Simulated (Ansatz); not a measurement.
This Ansatz 0.2.0 run on Zr needs a look.

The input input.yaml:

```yaml
crystal:
  lattice:
    - [3.232, 0.0, 0.0]
    - [-1.616, 2.798994105, 0.0]
    - [0.0, 0.0, 5.147]
  atoms:
    - { symbol: Zr, position: [0.6666666667, 0.3333333333, 0.75] }
    - { symbol: Zr, position: [0.3333333333, 0.6666666667, 0.25] }
hamiltonian:
  xc: lda
  pseudopotentials: { kind: paw }
kpoints:
  mp_grid: { grid: [9, 9, 5] }
scf:
  occupations: { method: fermi_dirac, width: 0.05 }
  max_iter: 2.5
output:
  forces: true
  stress: true
  eigenvalues: true
relax:
  f_tol: 0.01
  max_steps: 40
  cell: { stress_tol: 0.05 }
```

Potentials or basis: Ansatz PAW.

Launch:

```sh
$ ansatz run input.yaml --threads 2 --pin off --max-ram 5632MiB --backend cpu --events-out ev --progress --plain --runs-dir out
```

Output:

```text
Error: YAML parse error: error: line 16 column 13: invalid u64
  --> <input>:16:13
   |
14 | scf:
15 |   occupations: { method: fermi_dirac, width: 0.05 }
16 |   max_iter: 2.5
   |             ^ invalid u64
17 | output:
18 |   forces: true
   |
```

Q: Diagnose the run.

A: The program refused the input. The input holds a flaw that was put in on purpose: a value of the wrong type.

A sound run on the same cell differs in these lines of the main input:
```diff
@@ -16 +15,0 @@
-  max_iter: 2.5
```
